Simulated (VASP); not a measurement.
The input files of a VASP run:

File POSCAR:
```
LiI
1
    0.0000000000     2.9996930000     2.9996930000
    2.9996930000     0.0000000000     2.9996930000
    2.9996930000     2.9996930000     0.0000000000
Li I
1 1
Direct
  0.0000000000   0.0000000000   0.0000000000
  0.5000000000   0.5000000000   0.5000000000
```

### INCAR
```
SYSTEM = LiI
PREC = Accurate
ENCUT = 400
EDIFF = 1E-6
NELM = 100
ALGO = Normal
LREAL = .FALSE.
LASPH = .TRUE.
ISMEAR = 0
SIGMA = 0.01
GGA = PE
HFSCREEN = 0.2
AEXX = 0.25
LHFCALC = .TRUE.
PRECFOCK = Fast
ISYM = 3
LMAXMIX = 4
LWAVE = .FALSE.
LCHARG = .FALSE.
ISIF = 2
```

File KPOINTS:
```
Automatic mesh
0
gamma
  5 5 5
0.5 0.5 0.5
```

POTCAR, in this order: Li_sv I (PBE.64 set). Program: vasp_std.

### Question
Write an equivalent input for Quantum ESPRESSO's pw.x.

### Answer
One equivalent input (not run):
```
&CONTROL
  calculation = 'scf'
  pseudo_dir = './pseudo'
  outdir = './out'
  tprnfor = .true.
  tstress = .false.
/
&SYSTEM
  ibrav = 0
  nat = 2
  ntyp = 2
  ecutwfc = 74
  occupations = 'smearing'
  smearing = 'gaussian'
  degauss = 0.000735
  input_dft = 'hse'
  nqx1 = 5
  nqx2 = 5
  nqx3 = 5
  screening_parameter = 0.1058
/
&ELECTRONS
  conv_thr = 7.3e-08
  electron_maxstep = 100
/
ATOMIC_SPECIES
  Li 6.940 Li.upf
  I 126.904 I.upf
CELL_PARAMETERS angstrom
     0.0000000    2.9996930    2.9996930
     2.9996930    0.0000000    2.9996930
     2.9996930    2.9996930    0.0000000
ATOMIC_POSITIONS crystal
  Li   0.0000000  0.0000000  0.0000000
  I    0.5000000  0.5000000  0.5000000
K_POINTS automatic
  5 5 5 1 1 1
```
The two are equivalent in intent, not identical: the potentials are each code's own (VASP's PAW set, PseudoDojo norm-conserving files in pw.x), so ENCUT and ecutwfc are chosen apart and not converted; conv_thr bounds pw.x's estimated SCF error, while EDIFF bounds the energy change between steps.

The structure comes from a computed database's LiI entry; how it stands against other phases isn't given here. The cell was not relaxed at this level.
